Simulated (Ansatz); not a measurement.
## Straining WC

Level of theory: Ansatz, DFT PBEsol, scalar-relativistic, plane waves, PAW. Run with 420 eV cutoff, 24×24×18 k-mesh, Gaussian smearing of 0.10 eV, no spin polarisation.

Reference structure (relaxed):

```yaml
crystal:
  lattice:
    - [2.89848, 0.00000, 0.00000]
    - [-1.44924, 2.51016, 0.00000]
    - [0.00000, 0.00000, 2.82776]
  atoms:
    - { symbol: W, position: [0.00000, 0.00000, 0.00000] }
    - { symbol: C, position: [0.66667, 0.33333, 0.50000] }
```

Deformation: uniaxial strain along c, with the lengths of a and b and the atoms relaxed and the angles held, all within the symmetry that the strain leaves. Energies are extrapolated to zero smearing. On this cell's mesh the reference holds a stress of up to 0.19 GPa.

Spin–orbit coupling is left out, which can shift energies with elements as heavy as these.

```
strain (%)  ΔE (meV/atom) a (Å) b (Å) c (Å)
      -4.5           64.5  2.926  2.926  2.701
      -3.0           27.5  2.916  2.916  2.743
      -1.5            6.5  2.907  2.907  2.785
      +0.0            0.0  2.898  2.898  2.828
      +1.5            6.6  2.891  2.891  2.870
      +3.0           25.2  2.883  2.883  2.913
      +4.5           55.0  2.876  2.876  2.955
```

**Question.** What stiffness (1/V) d²E/dε² at zero strain does a cubic fit over all points give?

**Answer.** A cubic fit gives (1/V) d²E/dε² = 920 GPa at zero strain (Young's modulus along this axis, angles held).

**Question.** How does the free axis a answer a small strain?

**Answer.** Between the innermost points its strain is -0.19 times the applied one.